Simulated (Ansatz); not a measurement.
# ZnO: band gap against volume per atom

Periodic Kohn-Sham DFT of a crystal at fixed atoms; Kohn-Sham levels at symmetry points; band -1 is the highest filled and +1 the lowest empty one at that point, spin up along a +z start moment. The results are calculated, by Ansatz 0.2.0.

Cell of the first row (space group P6_3mc, No. 186):
```
ZnO
1.0
      3.1831     0.0000     0.0000
     -1.5915     2.7566     0.0000
      0.0000     0.0000     5.0976
Zn O
2 2
Direct
  0.33333 0.66667 0.00000
  0.66667 0.33333 0.50000
  0.33333 0.66667 0.38210
  0.66667 0.33333 0.88210
```

Settings of every row: method all-electron LAPW; functional LDA; relativity scalar; k mesh 8x8x5; filling fermi-dirac; smearing width 0.01 eV; basis error target 0.5 meV/atom; nucleus gaussian.

Atom start moment: 0 on all atoms.

Limits: semilocal functionals tend to give too small a gap.

| row | volume per atom (Å³) | band gap (eV) | smallest direct gap on path (eV) |
| --- | --- | --- | --- |
| 1 | 11.182 | 0.846 | 0.846 |
| 2 | 11.658 | 0.779 | 0.779 |
| 3 | 11.896 | ? | ? |
| 4 | 12.015 | 0.73 | 0.73 |
| 5 | 12.372 | 0.683 | 0.683 |

Question: what band gap should row 3 give?

Worked fit of band gap. Take t = volume per atom − 12, in Å³. The shown rows have t = -0.818, -0.342, 0.015, 0.372. Their means are -0.19325 and 0.7595 eV; the sums about the means are S_tt = 0.7753 and S_ty = -0.1063, whose ratio is the slope. Least squares give band gap = 0.733 − 0.1371 × t eV. The rows lie off it by 0.001, -0.001, -0.001, 0.001. The withheld row has t = -0.104, so the fit gives 0.733 − 0.1371 × (-0.104) = 0.747 eV.

The calculation gave 0.747 eV. The fit meets it to the printed digit.

The other values of row 3: smallest direct gap on path 0.747 eV.
